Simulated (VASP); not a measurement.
# H2CO: single point with PBE

The system is H2CO.

```
O C H
1.0
     8.48093    0.00000    0.00000
     0.00000    8.48093    0.00000
     0.00000    0.00000    8.48093
O C H
10 10 20
Direct
  0.69366 0.49207 0.43077
  0.42538 0.16011 0.39815
  0.60649 0.71392 0.82252
  0.08227 0.04877 0.92075
  0.45664 0.19024 0.91563
  0.87959 0.32447 0.09589
  0.19312 0.54015 0.72974
  0.94496 0.06696 0.43535
  0.92510 0.70832 0.10761
  0.30269 0.64235 0.19400
  0.66394 0.58622 0.31281
  0.43679 0.17719 0.25675
  0.55108 0.69593 0.67764
  0.97642 0.04656 0.82535
  0.39583 0.08122 0.84715
  0.00171 0.35802 0.17322
  0.21891 0.40313 0.73707
  0.83500 0.05650 0.33908
  0.90240 0.70373 0.96451
  0.31765 0.75937 0.26491
  0.64883 0.71397 0.30867
  0.64588 0.52907 0.21166
  0.34310 0.17498 0.17970
  0.55073 0.18128 0.20124
  0.44115 0.60088 0.69188
  0.57903 0.80362 0.60081
  0.87065 0.09928 0.87204
  0.99855 0.01601 0.69024
  0.35710 0.06354 0.72151
  0.34534 0.97523 0.90791
  0.97475 0.44418 0.26687
  0.11965 0.31413 0.14603
  0.33745 0.36604 0.70847
  0.12367 0.31613 0.77466
  0.72336 0.00111 0.34240
  0.85840 0.08302 0.21598
  0.79758 0.75802 0.90915
  0.99154 0.64682 0.88611
  0.33431 0.87114 0.19620
  0.30130 0.78965 0.39993
```

The cell was built by a generator and needn't be a form met in nature.

```json
{
  "Program": "VASP 6.6.1",
  "Task": "single point",
  "Functional": "PBE",
  "Potentials or basis": "VASP PAW PBE potentials, release 64 (O, C, H)",
  "Cutoff": "520 eV",
  "k mesh": "1 × 1 × 1",
  "Occupations": "fermi-dirac, width 0.02 eV",
  "Spin": "no spin polarisation"
}
```

```yaml
Pressure: 0.5 GPa
Largest_force: 6.607 eV/Å
Band_gap_on_the_k_mesh: 2.26 eV, direct
```

Forces in eV/Å, atoms in the order of the input:
```
O   -0.783  3.766 -2.751
O   -0.355  0.010  0.985
O   -1.436 -0.435 -4.648
O    1.584 -0.552  0.685
O    0.510  0.680 -0.417
O    2.174 -0.187  0.519
O   -1.001  3.446 -0.082
O   -1.842 -0.037 -0.472
O   -0.221 -0.050 -0.043
O   -0.295 -4.085 -1.144
C    1.163 -2.404  6.044
C    1.794 -0.554  1.568
C   -0.704  0.185  6.401
C    0.545  0.406 -1.927
C   -1.741 -2.122  0.062
C   -3.449  0.617 -0.902
C   -0.326 -2.568  0.340
C    3.322 -0.125 -0.468
C    0.737  0.150  0.411
C   -0.321  4.892  2.111
H    0.205  0.524  0.796
H   -0.587 -1.803 -4.129
H   -2.563  0.220 -1.736
H    1.117  0.341 -0.604
H    2.082  1.853 -1.809
H   -0.445 -1.531 -0.256
H   -1.647  0.034 -0.440
H   -0.698  0.166  1.750
H    0.747  1.121 -0.262
H    0.717  0.076  0.517
H    1.002 -0.059  0.438
H    0.350 -0.230 -0.081
H    0.721 -1.075 -0.159
H    0.654  0.300 -0.251
H   -1.743 -0.729  1.597
H    0.254  0.678 -0.665
H    0.103 -0.003  0.009
H   -0.148 -0.049 -0.011
H    0.296  0.224  0.113
H    0.228 -1.090 -1.088
```

Stress tensor (GPa, compression positive):
```
 0.93 -0.51 -0.08
-0.51  1.52  0.99
-0.08  0.99 -0.86
```

Levels at points of the mesh, in eV from the valence-band top:
| k point | band 57 | band 58 | band 59 | band 60 | band 61 | band 62 | band 63 | band 64 |
| --- | --- | --- | --- | --- | --- | --- | --- | --- |
| (0.00, 0.00, 0.00) | -0.45 | -0.40 | -0.31 | 0.00 | 2.26 | 2.51 | 2.56 | 2.70 |

Wall time 2 min on 1 thread of Intel(R) Xeon(R) Platinum 8375C CPU @ 2.90GHz (Ice Lake), on a shared host, peak memory 0.57 GiB.

Caveat: the standard files for N, O and F lose accuracy on very short bonds. As with any semilocal functional, this PBE gap is likely too small.
